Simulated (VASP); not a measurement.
# MgO (Periclase) (Fm-3m) in VASP: a series of runs

One crystal, MgO (Periclase), is run at these levels: PBE; tasks: relaxation of cell and atoms, relaxation of the atoms.

Program: VASP 6.6.1. These are calculated values, not measurements. Logs are shortened: lines on timing, memory, paths and dates and some standing lists are left out, and cuts for length are marked.

## Step 1: Starting point

It takes space group Fm-3m (No. 225, cubic). Conventional cell: a = 4.217 Å, b = 4.217 Å, c = 4.217 Å, α = 90.00°, β = 90.00°, γ = 90.00°. Mg (site symmetry m-3m) is surrounded by 6 O at 2.11 Å. Around O (site symmetry m-3m) lie 6 Mg at 2.11 Å.

## Step 2: Relaxation of cell and atoms, PBE

INCAR reads:

```
  PREC = Accurate
  ENCUT = 300
  EDIFF = 1E-6
  ISMEAR = 0
  SIGMA = 0.03
  LREAL = False
  LASPH = True
  NELM = 80
  ALGO = Normal
  ISIF = 3
  LWAVE = False
  LCHARG = False
  GGA = PE
  IBRION = 2
  NSW = 90
  EDIFFG = -0.01
```

KPOINTS reads:

```
Automatic mesh
0
Gamma
  6 6 6
```

POSCAR reads:

```
MgO
1.0
    0.0000000000      2.1085000000      2.1085000000
    2.1085000000      0.0000000000      2.1085000000
    2.1085000000      2.1085000000      0.0000000000
Mg O
1 1
Direct
    0.0000000000      0.0000000000      0.0000000000
    0.5000000000      0.5000000000      0.5000000000
```

Potentials or basis: VASP PAW PBE potentials, release 64 (Mg, O_s).

Launch:

```sh
cat potpaw_PBE.64/Mg/POTCAR potpaw_PBE.64/O_s/POTCAR > POTCAR
mpirun -np 1 vasp_std > vasp.out
```

OUTCAR:

```text
PREC = Accurate
   ENCUT = 300
   EDIFF = 1E-6
   ISMEAR = 0
   LREAL = False
   LASPH = True
   NELM = 80
   ISIF = 3
   GGA = PE
   IBRION = 2
   NSW = 90
   EDIFFG = -0.01

 ion  position               nearest neighbor table
   1  0.000  0.000  0.000-   2 2.11   2 2.11   2 2.11   2 2.11   2 2.11   2 2.11
   2  0.500  0.500  0.500-   1 2.11   1 2.11   1 2.11   1 2.11   1 2.11   1 2.11

  LATTYP: Found a face centered cubic cell.
 ALAT       =     4.2170000000

  Lattice vectors:

 A1 = (   0.0000000000,   2.1085000000,   2.1085000000)
 A2 = (   2.1085000000,   0.0000000000,   2.1085000000)
 A3 = (   2.1085000000,   2.1085000000,   0.0000000000)

Analysis of symmetry for initial positions (statically):
=====================================================================
 Subroutine PRICEL returns:
 Original cell was already a primitive cell.

 Routine SETGRP: Setting up the symmetry group for a
 face centered cubic supercell.

 Subroutine GETGRP returns: Found 48 space group operations
 (whereof 48 operations were pure point group operations)
 out of a pool of 48 trial point group operations.

The static configuration has the point symmetry O_h .

Analysis of symmetry for dynamics (positions and initial velocities):
=====================================================================
 Subroutine PRICEL returns:
 Original cell was already a primitive cell.

 Routine SETGRP: Setting up the symmetry group for a
 face centered cubic supercell.

 Subroutine GETGRP returns: Found 48 space group operations
 (whereof 48 operations were pure point group operations)
 out of a pool of 48 trial point group operations.

The dynamic configuration has the point symmetry O_h .

 Subroutine INISYM returns: Found 48 space group operations
 (whereof 48 operations are pure point group operations),
 and found     1 'primitive' translations

----------------------------------------------------------------------------------------

                                     Primitive cell

  volume of cell :      18.7478

  direct lattice vectors                    reciprocal lattice vectors
     0.000000000  2.108500000  2.108500000    -0.237135404  0.237135404  0.237135404
     2.108500000  0.000000000  2.108500000     0.237135404 -0.237135404  0.237135404
     2.108500000  2.108500000  0.000000000     0.237135404  0.237135404 -0.237135404

  length of vectors
     2.981869296  2.981869296  2.981869296     0.410730569  0.410730569  0.410730569

  position of ions in fractional coordinates (direct lattice)
     0.000000000  0.000000000  0.000000000
     0.500000000  0.500000000  0.500000000
[... 63 lines left out ...]
   LNONCOLLINEAR =      F non collinear calculations
   LSORBIT =      F    spin-orbit coupling
   LASPH  =      T    aspherical Exc in radial PAW
   ENCUT  =  300.0 eV  22.05 Ry    4.70 a.u.   4.21  4.21  4.21*2*pi/ulx,y,z
   NELM   =     80;   NELMIN=  2; NELMDL= -5     # of ELM steps
   EDIFF  = 0.1E-05   stopping-criterion for ELM
   LREAL  =      F    real-space projection
   EDIFFG = -.1E-01   stopping-criterion for IOM
   NSW    =     90    number of steps for IOM
   IBRION =      2    ionic relax: 0-MD 1-quasi-New 2-CG
   NFREE  =      1    steps in history (QN), initial steepest desc. (CG)
   ISIF   =      3    stress and relaxation
   ISYM   =      2    0-nonsym 1-usesym 2-fastsym
   POTIM  = 0.5000    time-step for ionic-motion
   TEBEG  =    0.0;   TEEND  =   0.0 temperature during run
   PSTRESS=    0.0 pullay stress
   NELECT =       8.0000    total number of electrons
   NUPDOWN=      -1.0000    fix difference up-down
   EMIN   =  10.00;   EMAX   =-10.00  energy-range for DOS
   EFERMI =   0.00;   METHOD = LEGACY
   ISMEAR =     0;   SIGMA  =   0.03  broadening in eV -4-tet -1-fermi 0-gaus
   EFERMI_NEDOS =   21; number of points for ismear=-14 and -15
   IALGO  =     38    algorithm
   IMIX   =      4    mixing-type and parameters
     AMIX     =   0.40;   BMIX     =  1.00
     AMIX_MAG =   1.60;   BMIX_MAG =  1.00
  volume/ion in A,a.u.               =       9.37        63.26
  Fermi-wavevector in a.u.,A,eV,Ry     =   1.232503  2.329092 20.668107  1.519063
  Thomas-Fermi vector in A             =   2.367270
   LORBIT       =      0    0 simple, 1 ext, 2 COOP (PROOUT), +10 PAW based schemes
   GGA     = PE    functional components
   LHFCALC =     F    Hartree Fock is set to
   AEXX    =    0.0000 exact exchange contribution
   IVDW    =     0    specifies the selected vdW correction
   LEPSILON=     F    determine dielectric tensor
   LRPA    =     F    only Hartree local field effects (RPA)
 conjugate gradient relaxation of ions
 non-spin polarized calculation
 Gauss-broadening in eV      SIGMA  =   0.03
  energy-cutoff  :      300.00
  volume of cell :       18.75
 maximum number of plane-waves:       229
 NGX is ok and might be reduce to    18
   NGX =  9   NGY =  9   NGZ =  9

--------------------------------------- Ionic step        1  -------------------------------------------

 number of electron       7.9999992 magnetization

 Free energy of the ion-electron system (eV)
  ---------------------------------------------------
  ext. energy  EPLUGINS =         0.00000000
  ---------------------------------------------------
  free energy    TOTEN  =       -11.90752682 eV

  energy without entropy =      -11.90752682  energy(sigma->0) =      -11.90752682

------------------------ aborting loop because EDIFF is reached ----------------------------------------

  FORCE on cell =-STRESS in cart. coord.  units (eV):
  Direction    XX          YY          ZZ          XY          YZ          ZX
  --------------------------------------------------------------------------------------
  -------------------------------------------------------------------------------------
  Total        0.2303490      0.2303490      0.2303490     -0.0000000     -0.0000000      0.0000000
  in kB       19.6854876     19.6854876     19.6854876     -0.0000000     -0.0000000      0.0000000
  external PRESSURE =      19.6854876 kB  Pullay stress =       0.0000000 kB
[... 59 lines left out ...]
--------------------------------------- Ionic step        3  -------------------------------------------

 number of electron       7.9999988 magnetization

 Free energy of the ion-electron system (eV)
  ---------------------------------------------------
  ext. energy  EPLUGINS =         0.00000000
  ---------------------------------------------------
  free energy    TOTEN  =       -11.90879223 eV

  energy without entropy =      -11.90879223  energy(sigma->0) =      -11.90879223

 E-fermi :   3.5370     XC(G=0): -11.0150

 val. band max:        3.3743517635   @ k =   0.0000   0.0000   0.0000
 cond. band min:       7.9671971328   @ k =   0.0000   0.0000   0.0000
 fundamental gap:      4.5928453693
 Fermi energy:         3.5369845108

 k-point     1 :       0.0000    0.0000    0.0000
  band No.  band energies     occupation
      1     -13.8033      2.00000
      2       3.3743      2.00000
      3       3.3744      2.00000
      4       3.3744      2.00000
      5       7.9672      0.00000
      6      19.1198      0.00000
      7      19.1198      0.00000
      8      19.1198      0.00000
[... 192 lines left out ...]
  FREE ENERGIE OF THE ION-ELECTRON SYSTEM (eV)
  ---------------------------------------------------
  free  energy   TOTEN  =       -11.9087922295 eV

  energy  without entropy=      -11.9087922295  energy(sigma->0) =      -11.90879223

 reached required accuracy - stopping structural energy minimisation
```

CONTCAR:

```text
MgO
   1.00000000000000
    -0.0000000000000000    2.1162794562859681    2.1162794562859686
     2.1162794562859681   -0.0000000000000000    2.1162794562859686
     2.1162794562859681    2.1162794562859681    0.0000000000000000
  Mg              O
     1     1
Direct
     0.0000000000000000    0.0000000000000000    0.0000000000000000
     0.5000000000000000    0.5000000000000000    0.5000000000000000

  0.00000000E+00  0.00000000E+00  0.00000000E+00
  0.00000000E+00  0.00000000E+00  0.00000000E+00
```

Run time: 4 s. Hardware: 1 thread of Intel Xeon Platinum 8488C (Sapphire Rapids), shared host; peak memory 0.11 GiB.

The run converged, but some of its settings lie outside the range that counts as converged, so its numbers aren't taken as properties of the crystal.

What came out:

```yaml
Free_energy: -11.9088 eV
Relaxed_volume: 9.48 Å³/atom
Relaxed_cell: a = 2.993 Å, b = 2.993 Å, c = 2.993 Å, α = 60.00°, β = 60.00°, γ = 60.00°
Space_group_after_relaxing_to_0.05_Å: Fm-3m (No. 225)
Energy_gained_by_relaxing: 0.6 meV/atom
Ionic_steps: 3
Band_gap_on_the_k_mesh: 4.59 eV, direct
```

Caveat: the k mesh is coarse (spacing up to 0.43 Å⁻¹), so the values aren't converged; the cutoff is under 1.25 times the usual one of these potentials, so pressure, stress and relaxed cells hold a basis-set (Pulay) error.

## Step 3: Relaxation of cell and atoms, PBE

This run uses another cell than the first one, of 9.48 Å³/atom, 1.011 times its volume.

INCAR: that of step 2 with these lines changed.

```diff
@@ -2,3 +2,3 @@
   ENCUT = 300
-  EDIFF = 1E-6
+  EDIFF = 1E-7
   ISMEAR = 0
@@ -15,2 +15,2 @@
   NSW = 90
-  EDIFFG = -0.01
+  EDIFFG = -0.005
```

KPOINTS is that of step 2.

POSCAR reads:

```
MgO                                     
1.0
   -0.0000000000      2.1162794563      2.1162794563
    2.1162794563     -0.0000000000      2.1162794563
    2.1162794563      2.1162794563      0.0000000000
  Mg              O             
     1     1
Direct
     0.0000000000000000    0.0000000000000000    0.0000000000000000
     0.5000000000000000    0.5000000000000000    0.5000000000000000
```

Potentials or basis: VASP PAW PBE potentials, release 64 (Mg, O_s).

Launch:

```sh
cat potpaw_PBE.64/Mg/POTCAR potpaw_PBE.64/O_s/POTCAR > POTCAR
mpirun -np 1 vasp_std > vasp.out
```

Run time: 4.2 s. Hardware: 1 thread of Intel Xeon Platinum 8488C (Sapphire Rapids), shared host; peak memory 0.11 GiB.

The run converged, but some of its settings lie outside the range that counts as converged, so its numbers aren't taken as properties of the crystal.

Results:

```yaml
Free_energy: -11.9110 eV
Relaxed_volume: 9.49 Å³/atom
Relaxed_cell: a = 2.994 Å, b = 2.994 Å, c = 2.994 Å, α = 60.00°, β = 60.00°, γ = 60.00°
Space_group_after_relaxing_to_0.05_Å: Fm-3m (No. 225)
Energy_gained_by_relaxing: 0.0 meV/atom
Ionic_steps: 3
Band_gap_on_the_k_mesh: 4.58 eV, direct
```

Caveat: the k mesh is coarse (spacing up to 0.43 Å⁻¹), so the values aren't converged; the cutoff is under 1.25 times the usual one of these potentials, so pressure, stress and relaxed cells hold a basis-set (Pulay) error.

## Step 4: Relaxation of the atoms, PBE (a relaxed cell with its volume scaled by 0.94)

INCAR reads:

```
  PREC = Accurate
  ENCUT = 300
  EDIFF = 1E-7
  ISMEAR = 0
  SIGMA = 0.03
  LREAL = False
  LASPH = True
  NELM = 80
  ALGO = Fast
  ISIF = 2
  LWAVE = False
  LCHARG = False
  GGA = PE
  IBRION = 2
  NSW = 40
  EDIFFG = -0.01
```

KPOINTS is that of step 3.

POSCAR reads:

```
MgO                                     
1.0
    0.0000000000      2.0737949197      2.0737949197
    2.0737949197      0.0000000000      2.0737949197
    2.0737949197      2.0737949197      0.0000000000
  Mg              O             
     1     1
Direct
     0.0000000000000000    0.0000000000000000    0.0000000000000000
     0.5000000000000000    0.5000000000000000    0.5000000000000000
```

Launch:

```sh
cat potpaw_PBE.64/Mg/POTCAR potpaw_PBE.64/O_s/POTCAR > POTCAR
mpirun -np 1 vasp_std > vasp.out
```

It took 2.6 s on 1 thread of Intel Xeon Platinum 8488C (Sapphire Rapids), shared host; peak memory 0.11 GiB.

Results (log left out):

```
Free energy            : -11.8616 eV
Band gap on the k mesh : 5.20 eV, direct
```

Final structure:
```yaml
crystal:
  lattice:
    - [0.00000, 2.07379, 2.07379]
    - [2.07379, 0.00000, 2.07379]
    - [2.07379, 2.07379, 0.00000]
  atoms:
    - { symbol: Mg, position: [0.00000, 0.00000, 0.00000] }
    - { symbol: O, position: [0.50000, 0.50000, 0.50000] }
```

Levels at points of the mesh, in eV from the valence-band top:
```tsv
k point	band 1	band 2	band 3	band 4	band 5	band 6	band 7	band 8
(0.00, 0.00, 0.00)	-17.50	0.00	0.00	0.00	5.20	16.10	16.10	16.10
(0.50, 0.00, 0.00)	-16.10	-4.83	-0.71	-0.71	8.20	13.14	16.83	16.83
(0.50, 0.50, 0.00)	-15.82	-4.28	-1.42	-1.42	9.19	10.50	13.59	19.69
```

Caveat: the k mesh is coarse (spacing up to 0.44 Å⁻¹), so the values aren't converged; the cutoff is under 1.25 times the usual one of these potentials, so pressure, stress and relaxed cells hold a basis-set (Pulay) error; the relaxation stopped at its first step, so nothing moved.

(Continued in part 2 of 2.)
